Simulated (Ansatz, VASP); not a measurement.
F in VASP and in Ansatz

INCAR

```
SYSTEM = F
PREC = Accurate
ENCUT = 520
EDIFF = 1E-6
ISMEAR = -1
SIGMA = 0.1
LREAL = .False.
LASPH = .True.
NELM = 80
ALGO = Normal
ISIF = 2
LWAVE = .False.
LCHARG = .False.
GGA = PE
NBANDS = 10
```

KPOINTS

```
regular mesh
0
Gamma
  17 17 17
  0 0 0
```

The input POSCAR:

```
F
1.0
    0.0000000000      1.3027928543      1.3027928543
    1.3027928543      0.0000000000      1.3027928543
    1.3027928543      1.3027928543      0.0000000000
F
1
Direct
    0.0000000000      0.0000000000      0.0000000000
```

Input for Ansatz:

```yaml
crystal:
  lattice:
    - [0.0, 1.3027928543, 1.3027928543]
    - [1.3027928543, 0.0, 1.3027928543]
    - [1.3027928543, 1.3027928543, 0.0]
  atoms:
    - { symbol: F, position: [0.0, 0.0, 0.0] }
kpoints:
  mp_grid: { grid: [17, 17, 17] }
scf:
  occupations: { method: fermi_dirac, width: 0.1 }
hamiltonian:
  xc: pbe
  pseudopotentials: { kind: nc }
output:
  forces: true
  stress: true
  eigenvalues: true
```

Change from the starting cell: volume scaled by 0.43, norm-conserving files.

Alike in both runs: task single point; functional PBE; k mesh 17 × 17 × 17; occupations fermi-dirac, width 0.1 eV; no spin polarisation.

|  | VASP | Ansatz |
| --- | --- | --- |
| version | VASP 6.6.1 | Ansatz 0.2.0 |
| potentials or method | VASP PAW PBE potentials, release 64 (F) | norm-conserving pseudopotentials, scalar-relativistic |
| plane-wave cutoff (eV) | 520 | 1320 |
| valence electrons in the cell | 7 | 7 |

```csv
,VASP,Ansatz,Ansatz less VASP
pressure (GPa),358.1,357.4,-0.68
```

Caveats: the cell as given lies far from equilibrium; so large a pressure means that the cell lies far from this level's equilibrium, or that cutoff or potentials fall short (VASP); an odd number of electrons without spin polarisation forces a metal; a magnetic or distorted state may lie lower.
